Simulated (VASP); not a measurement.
# ZnCu (Cmmm) in VASP: a series of runs

Runs on ZnCu. Level: PBE. Tasks: single point.

All numbers are computed with VASP 6.6.1; they aren't measurements. Logs are shortened: lines on timing, memory, paths and dates and some standing lists are left out, and cuts for length are marked.

## Step 1: The crystal as given

The structure is orthorhombic, space group Cmmm (No. 65). Conventional cell: a = 2.976 Å, b = 4.243 Å, c = 4.141 Å, α = 90.00°, β = 90.00°, γ = 90.00°. Around Zn (site symmetry mmm) lie 4 Cu at 2.55 Å and 4 Zn at 2.59 Å. Cu (site symmetry mmm) has 4 Zn at 2.55 Å and 4 Cu at 2.59 Å as nearest neighbours.

The cell comes from a database or a generator and needn't be the stable form of this composition.

## Step 2: Single point, PBE

INCAR reads:

```
  PREC = Accurate
  ENCUT = 520
  EDIFF = 1E-6
  ISMEAR = 0
  SIGMA = 0.1
  LREAL = False
  LASPH = True
  NELM = 80
  ALGO = Normal
  ISIF = 2
  LWAVE = False
  LCHARG = False
  GGA = PE
  NBANDS = 18
```

KPOINTS reads:

```
Automatic mesh
0
Gamma
  8 8 4
```

POSCAR reads:

```
ZnCu
1.0
    1.4880390000     -2.1212790000      0.0000000000
    1.4880390000      2.1212790000      0.0000000000
    0.0000000000      0.0000000000      4.1407460000
Zn Cu
1 1
Direct
    0.5000000000      0.5000000000      0.5000000000
    0.0000000000      0.0000000000      0.0000000000
```

Potentials or basis: VASP PAW PBE potentials, release 64 (Zn, Cu).

The run is started by

```sh
$ cat potpaw_PBE.64/Zn/POTCAR potpaw_PBE.64/Cu/POTCAR > POTCAR
$ mpirun -np 1 vasp_std > vasp.out
```

OUTCAR:

```text
PREC = Accurate
   ENCUT = 520
   EDIFF = 1E-6
   ISMEAR = 0
   LREAL = False
   LASPH = True
   NELM = 80
   ISIF = 2
   GGA = PE

 ion  position               nearest neighbor table
   1  0.500  0.500  0.500-   2 2.55   2 2.55   2 2.55   2 2.55
   2  0.000  0.000  0.000-   1 2.55   1 2.55   1 2.55   1 2.55

  LATTYP: Found a base centered orthorhombic cell.
 ALAT       =     2.9760780000
 B/A-ratio  =     1.4255533625
 C/A-ratio  =     1.3913432376

  Lattice vectors:

 A1 = (   1.4880390000,  -2.1212790000,   0.0000000000)
 A2 = (   1.4880390000,   2.1212790000,   0.0000000000)
 A3 = (   0.0000000000,   0.0000000000,   4.1407460000)

Analysis of symmetry for initial positions (statically):
=====================================================================
 Subroutine PRICEL returns:
 Original cell was already a primitive cell.

 Routine SETGRP: Setting up the symmetry group for a
 base centered orthorhombic supercell.

 Subroutine GETGRP returns: Found  8 space group operations
 (whereof  8 operations were pure point group operations)
 out of a pool of  8 trial point group operations.

The static configuration has the point symmetry D_2h.

Analysis of symmetry for dynamics (positions and initial velocities):
=====================================================================
 Subroutine PRICEL returns:
 Original cell was already a primitive cell.

 Routine SETGRP: Setting up the symmetry group for a
 base centered orthorhombic supercell.

 Subroutine GETGRP returns: Found  8 space group operations
 (whereof  8 operations were pure point group operations)
 out of a pool of  8 trial point group operations.

The dynamic configuration has the point symmetry D_2h.

 Subroutine INISYM returns: Found  8 space group operations
 (whereof  8 operations are pure point group operations),
 and found     1 'primitive' translations

----------------------------------------------------------------------------------------

                                     Primitive cell

  volume of cell :      26.1409

  direct lattice vectors                    reciprocal lattice vectors
     1.488039000 -2.121279000  0.000000000     0.336012699 -0.235706854  0.000000000
     1.488039000  2.121279000  0.000000000     0.336012699  0.235706854  0.000000000
     0.000000000  0.000000000  4.140746000     0.000000000  0.000000000  0.241502377
[... 81 lines left out ...]
   LASPH  =      T    aspherical Exc in radial PAW
   ENCUT  =  520.0 eV  38.22 Ry    6.18 a.u.   4.82  4.82  7.70*2*pi/ulx,y,z
   NELM   =     80;   NELMIN=  2; NELMDL= -5     # of ELM steps
   EDIFF  = 0.1E-05   stopping-criterion for ELM
   LREAL  =      F    real-space projection
   EDIFFG = 0.1E-04   stopping-criterion for IOM
   NSW    =      0    number of steps for IOM
   IBRION =     -1    ionic relax: 0-MD 1-quasi-New 2-CG
   NFREE  =      0    steps in history (QN), initial steepest desc. (CG)
   ISIF   =      2    stress and relaxation
   ISYM   =      2    0-nonsym 1-usesym 2-fastsym
   POTIM  = 0.5000    time-step for ionic-motion
   TEBEG  =    0.0;   TEEND  =   0.0 temperature during run
   PSTRESS=    0.0 pullay stress
   NELECT =      23.0000    total number of electrons
   NUPDOWN=      -1.0000    fix difference up-down
   EMIN   =  10.00;   EMAX   =-10.00  energy-range for DOS
   EFERMI =   0.00;   METHOD = LEGACY
   ISMEAR =     0;   SIGMA  =   0.10  broadening in eV -4-tet -1-fermi 0-gaus
   EFERMI_NEDOS =   21; number of points for ismear=-14 and -15
   IALGO  =     38    algorithm
   IMIX   =      4    mixing-type and parameters
     AMIX     =   0.40;   BMIX     =  1.00
     AMIX_MAG =   1.60;   BMIX_MAG =  1.00
  volume/ion in A,a.u.               =      13.07        88.20
  Fermi-wavevector in a.u.,A,eV,Ry     =   1.568714  2.964440 33.482099  2.460865
  Thomas-Fermi vector in A             =   2.670704
   LORBIT       =      0    0 simple, 1 ext, 2 COOP (PROOUT), +10 PAW based schemes
   GGA     = PE    functional components
   LHFCALC =     F    Hartree Fock is set to
   AEXX    =    0.0000 exact exchange contribution
   IVDW    =     0    specifies the selected vdW correction
   LEPSILON=     F    determine dielectric tensor
   LRPA    =     F    only Hartree local field effects (RPA)
 non-spin polarized calculation
 Gauss-broadening in eV      SIGMA  =   0.10
  energy-cutoff  :      520.00
  volume of cell :       26.14
 maximum number of plane-waves:       726
   NGX =  9   NGY =  9   NGZ = 15

 number of electron      22.9999985 magnetization

 Free energy of the ion-electron system (eV)
  ---------------------------------------------------
  ext. energy  EPLUGINS =         0.00000000
  ---------------------------------------------------
  free energy    TOTEN  =        -4.94130519 eV

  energy without entropy =       -4.93921506  energy(sigma->0) =       -4.94026012

 E-fermi :   5.2769     XC(G=0): -12.2722

 val. band max:        5.2015305794   @ k =   0.5000   0.3750   0.5000
 cond. band min:       5.3324032583   @ k =  -0.3750   0.2500   0.2500
 fundamental gap:      0.1308726789
 Fermi energy:         5.2769440597

 k-point     1 :       0.0000    0.0000    0.0000
  band No.  band energies     occupation
      1      -4.9165      2.00000
      2      -2.7378      2.00000
      3      -2.6000      2.00000
      4      -1.9119      2.00000
      5      -1.8931      2.00000
      6      -1.7035      2.00000
[... 481 lines left out ...]
      5      -1.8213      2.00000
      6      -1.7873      2.00000
[... 10 lines left out ...]
     17      22.6997      0.00000
     18      23.5307      0.00000

 [... further k-points ...]

------------------------ aborting loop because EDIFF is reached ----------------------------------------

  FORCE on cell =-STRESS in cart. coord.  units (eV):
  Direction    XX          YY          ZZ          XY          YZ          ZX
  --------------------------------------------------------------------------------------
  -------------------------------------------------------------------------------------
  Total        0.4501846     -0.3691515      0.4020141      0.0000000      0.0000000      0.0000000
  in kB       27.5918304    -22.6253122     24.6394595      0.0000000      0.0000000      0.0000000
  external PRESSURE =       9.8686592 kB  Pullay stress =       0.0000000 kB

 VOLUME and BASIS-vectors are now :
 -----------------------------------------------------------------------------
  energy-cutoff  :      520.00
  volume of cell :       26.14
      direct lattice vectors                 reciprocal lattice vectors
     1.488039000 -2.121279000  0.000000000     0.336012699 -0.235706854  0.000000000
     1.488039000  2.121279000  0.000000000     0.336012699  0.235706854  0.000000000
     0.000000000  0.000000000  4.140746000     0.000000000  0.000000000  0.241502377

 POSITION                                       TOTAL-FORCE (eV/Angst)
 -----------------------------------------------------------------------------------
      1.48804      0.00000      2.07037        -0.000000     -0.000000      0.000000
      0.00000      0.00000      0.00000         0.000000      0.000000      0.000000
 -----------------------------------------------------------------------------------
    total drift:                                0.000000      0.000000      0.000000

  FREE ENERGIE OF THE ION-ELECTRON SYSTEM (eV)
  ---------------------------------------------------
  free  energy   TOTEN  =        -4.9413051857 eV

  energy  without entropy=       -4.9392150567  energy(sigma->0) =       -4.94026012
```

OSZICAR:

```text
N       E                     dE             d eps       ncg     rms          rms(c)
DAV:   1     0.115379752987E+03    0.11538E+03   -0.11331E+04  2436   0.209E+03
DAV:   2    -0.127205547892E+01   -0.11665E+03   -0.11179E+03  2272   0.298E+02
DAV:   3    -0.592249621796E+01   -0.46504E+01   -0.46155E+01  2596   0.755E+01
DAV:   4    -0.595852813226E+01   -0.36032E-01   -0.36019E-01  2690   0.601E+00
DAV:   5    -0.595902722836E+01   -0.49910E-03   -0.49907E-03  2656   0.734E-01    0.913E+00
DAV:   6    -0.586053854889E+01    0.98489E-01   -0.15804E+01  2452   0.834E+01    0.592E+00
DAV:   7    -0.495260232221E+01    0.90794E+00   -0.33925E+00  2676   0.723E+01    0.214E+00
DAV:   8    -0.494959352113E+01    0.30088E-02   -0.13060E-01  3162   0.464E+00    0.115E+00
DAV:   9    -0.494140997118E+01    0.81835E-02   -0.16382E-02  2608   0.247E+00    0.836E-02
DAV:  10    -0.494132085074E+01    0.89120E-04   -0.79453E-04  3468   0.457E-01    0.470E-02
DAV:  11    -0.494130431956E+01    0.16531E-04   -0.11394E-04  3052   0.250E-01    0.703E-03
DAV:  12    -0.494130518574E+01   -0.86617E-06   -0.96535E-06  2620   0.617E-02
   1 F= -.49413052E+01 E0= -.49402601E+01  d E =-.209013E-02
```

Run time: 13 s. Hardware: 1 thread of AMD EPYC 9R14 (Zen 4), shared host; peak memory 0.12 GiB.

What came out:

```
Free energy            : -4.9413 eV
Pressure               : 1.0 GPa
Band gap on the k mesh : none (metal or under the smearing width)
```

Stress tensor (GPa, compression positive):
```
 2.76  0.00  0.00
 0.00 -2.26  0.00
 0.00  0.00  2.46
```

Caveat: the k mesh is coarse (spacing up to 0.38 Å⁻¹), so the values aren't converged.

## Step 3: Single point, PBE

This run uses another cell than the first one, of 13.02 Å³/atom, 0.996 times its volume.

INCAR reads:

```
SYSTEM = ZnCu
PREC     = Accurate       ! precision mode
ENCUT    = 520            ! plane-wave cutoff, eV
EDIFF    = 1E-6           ! SCF threshold, eV
ISMEAR   = 0              ! smearing method
SIGMA    = 0.1            ! smearing width, eV
LREAL    = .False.        ! projectors in reciprocal space
LASPH    = .True.         ! aspherical terms in the spheres
NELM     = 100            ! most SCF steps
ALGO     = Fast           ! electronic algorithm
ISIF     = 2              ! what is computed and relaxed
LWAVE    = .False.        ! write WAVECAR
LCHARG   = .False.        ! write CHGCAR
GGA      = PE             ! functional
NBANDS   = 18             ! bands
```

KPOINTS reads:

```
Automatic mesh
0
Gamma
  18 18 10
  0 0 0
```

POSCAR reads:

```
ZnCu
1.0
    1.9473789073     -1.9472131521      0.0000000000
    1.9473789073      1.9472131521      0.0000000000
    0.0000000000      0.0000000000      3.4340804945
Zn Cu
1 1
Direct
    0.5000000000      0.5000000000      0.5000000000
    0.0000000000      0.0000000000      0.0000000000
```

Potentials or basis: VASP PAW PBE potentials, release 64 (Zn, Cu).

The run is started by

```sh
$ cat potpaw_PBE.64/Zn/POTCAR potpaw_PBE.64/Cu/POTCAR > POTCAR
$ mpirun -np 1 vasp_std > vasp.out
```

Wall time 3.2 min (1 thread of Intel Xeon Platinum 8259CL at 2.50GHz (Skylake/Cascade Lake), shared host); peak memory 0.36 GiB.

The run converged. Its results:

| Quantity | Value |
| --- | --- |
| Free energy | -5.0129 eV |
| Pressure | 0.9 GPa |
| Band gap on the k mesh | none (metal or under the smearing width) |

Levels at points of the mesh, in eV from the Fermi level:
```
           k point  band 9  band 10  band 11  band 12  band 13  band 14  band 15  band 16
(0.00, 0.00, 0.00)   -2.70    -2.70    -2.51     1.84     6.73     8.91     8.91    13.32
(0.50, 0.00, 0.00)   -3.61    -3.01    -2.75    -1.49     8.46     8.67     9.76    10.64
(0.50, 0.50, 0.00)   -2.96    -2.19    -0.75    -0.75     3.13     3.68    10.94    12.15
(0.00, 0.00, 0.50)   -2.97    -2.97    -2.80    -2.53    12.73    12.73    13.71    13.71
(0.50, 0.00, 0.50)   -2.71    -2.57    -2.37    -1.95     1.11     1.62    16.05    17.49
(0.50, 0.50, 0.50)   -2.65    -2.18     3.96     3.97     4.15     4.22     4.22     5.08
```
